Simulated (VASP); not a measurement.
Write the native input for VASP 6.6.1 that does the following.

- Task: single point
- Functional: PBEsol
- Potentials or basis: VASP PAW PBE potentials, release 64 (Hf_pv, O)
- Cutoff: 520 eV
- k mesh: 8 × 8 × 8
- Occupations: gaussian, width 0.02 eV
- Spin: no spin polarisation
- Further INCAR settings: ALGO = Fast; EDIFF = 1e-06; NBANDS = 18

The structure of HfO2 lies in POSCAR:

```
HfO2
1.0
    0.0000000000      2.5160796100      2.5160796100
    2.5160796100      0.0000000000      2.5160796100
    2.5160796100      2.5160796100      0.0000000000
Hf O
1 2
Direct
    0.0000000000      0.0000000000      0.0000000000
    0.7500000000      0.7500000000      0.7500000000
    0.2500000000      0.2500000000      0.2500000000
```

Measurements of this composition are mostly on another form, of space group No. 14.

One way to write it, as run:

INCAR

```
SYSTEM = HfO2
ALGO = Fast
EDIFF = 1E-6
ENCUT = 520
GGA = PS
ISIF = 2
ISMEAR = 0
LASPH = .True.
LCHARG = .False.
LREAL = .False.
LWAVE = .False.
NBANDS = 18
NELM = 60
PREC = Accurate
SIGMA = 0.02
```

KPOINTS

```
k-points
0
Gamma
  8 8 8
  0 0 0
```

Potentials or basis: VASP PAW PBE potentials, release 64 (Hf_pv, O).

Launch:

```bash
$ cat potpaw_PBE.64/Hf_pv/POTCAR potpaw_PBE.64/O/POTCAR > POTCAR
$ mpirun -np 1 vasp_std > vasp.out
```

Results of the run:

| Quantity | Value |
| --- | --- |
| Pressure | -1.9 GPa |
| Band gap on the k mesh | 3.73 eV, direct |

Caveat: the PAW data sets were made with another functional, which shifts forces and pressure a little; spin-orbit coupling is left out, which moves the levels of the heavy elements.

Run time: 9.5 s on 1 thread of Intel(R) Xeon(R) 6975P-C (Granite Rapids) (shared host), peak memory 0.15 GiB.
